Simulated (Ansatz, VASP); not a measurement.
Hf: VASP beside Ansatz

```xyz
1
Lattice="-1.7142 1.7142 1.7142 1.7142 -1.7142 1.7142 1.7142 1.7142 -1.7142" Properties=species:S:1:pos:R:3 pbc="T T T"
Hf    0.0000    0.0000    0.0000
```

Alike in both runs: functional PBE; k mesh 16 × 16 × 16; occupations fermi-dirac, width 0.08 eV; no spin polarisation.

Ansatz relaxed the structure, and its values are those at the end. VASP's run is a single point on that final structure, the one shown.

|  | VASP | Ansatz |
| --- | --- | --- |
| version | VASP 6.6.1 | Ansatz 0.2.0 |
| potentials or method | VASP PAW PBE potentials, release 64 (Hf_pv), cutoff 520 eV | all-electron LAPW, scalar-relativistic |

```csv
,VASP,Ansatz,Ansatz less VASP
pressure (GPa),11.7,12.0,+0.33
```

Ansatz ran all-electron here, so the differences hold the error of VASP's frozen core and of both bases.

The runs have no spin-orbit coupling, so splittings on Hf are missing.
